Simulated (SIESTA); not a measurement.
CuI (Marshite):

```
CELL_PARAMETERS angstrom
0.00000 3.03150 3.03150
3.03150 0.00000 3.03150
3.03150 3.03150 0.00000
ATOMIC_POSITIONS crystal
I 0.00000 0.00000 0.00000
Cu 0.75000 0.75000 0.75000
```

Base run:

| Item | Value |
| --- | --- |
| Program | SIESTA 5.4.2 |
| Functional | PBE |
| Potentials or basis | PseudoDojo 0.4 standard (PBE files) |
| Basis | DZ (energy shift 0.002 Ry) |
| Grid cutoff | 800 Ry |
| Energy shift | 0.002 Ry |
| k mesh | 8 × 8 × 8 |
| Occupations | fermi-dirac, width 0.05 eV |
| Spin | no spin polarisation |

Its results: band gap on the k mesh 1.72 eV, direct; pressure 5.3 GPa.

Task: The run is repeated on the same cell with these changes: basis from DZ (energy shift 0.002 Ry) to DZP (energy shift 0.002 Ry); k mesh from 8 × 8 × 8 to 6 × 6 × 6. What comes out?

Result: Band gap on the k mesh 2.01 eV, direct; pressure 1.8 GPa.

Several settings changed at once, so the effect can't be laid on one alone.

Caveats: semicore shells carry a single zeta, which can move pressures by several GPa and volumes by a few percent; spin-orbit coupling is left out, which moves the levels of the heavy elements; the basis of atomic orbitals isn't converged, which shifts pressures, moduli and gaps; the basis has no polarisation orbitals (some runs); the basis holds too few empty states to meet the f-sum rule, so the spectrum is short of weight at high energy (some runs).
